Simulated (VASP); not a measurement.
GaAs, 2 atoms in the cell. It takes space group F-43m (No. 216, cubic). The conventional cell has a = 5.654 Å, b = 5.654 Å, c = 5.654 Å, α = 90.00°, β = 90.00°, γ = 90.00°. Around As (site symmetry -43m) lie 4 Ga at 2.45 Å. Ga (site symmetry -43m) is surrounded by 4 As at 2.45 Å. 

| Quantity | Value |
| --- | --- |
| Program | VASP 6.6.1 |
| Task | relaxation of cell and atoms |
| Functional | PBE |
| Potentials or basis | VASP PAW PBE potentials, release 64 (As, Ga_h) |
| Cutoff | 900 eV |
| k mesh | 8 × 8 × 8 |
| Occupations | fermi-dirac, width 0.05 eV |
| Spin | no spin polarisation |
| Further INCAR settings | ALGO = Fast; EDIFF = 1e-06; IBRION = 2; EDIFFG = -0.01; NSW = 60; ISIF = 3 |

Potentials or basis: VASP PAW PBE potentials, release 64 (As, Ga_h).

Command:

```console
$ cat potpaw_PBE.64/As/POTCAR potpaw_PBE.64/Ga_h/POTCAR > POTCAR
$ mpirun -np 1 vasp_std > vasp.out
```

Hardware: 1 thread of AMD EPYC 7R13 Processor (Zen 3) (shared host).

Question: Estimate the wall time of this run.

Answer: Run time: 5.2 min on 1 thread of AMD EPYC 7R13 Processor (Zen 3), with other jobs on the host, peak memory 0.24 GiB. Counts: scf iterations 86, k points 29, ion steps 10.
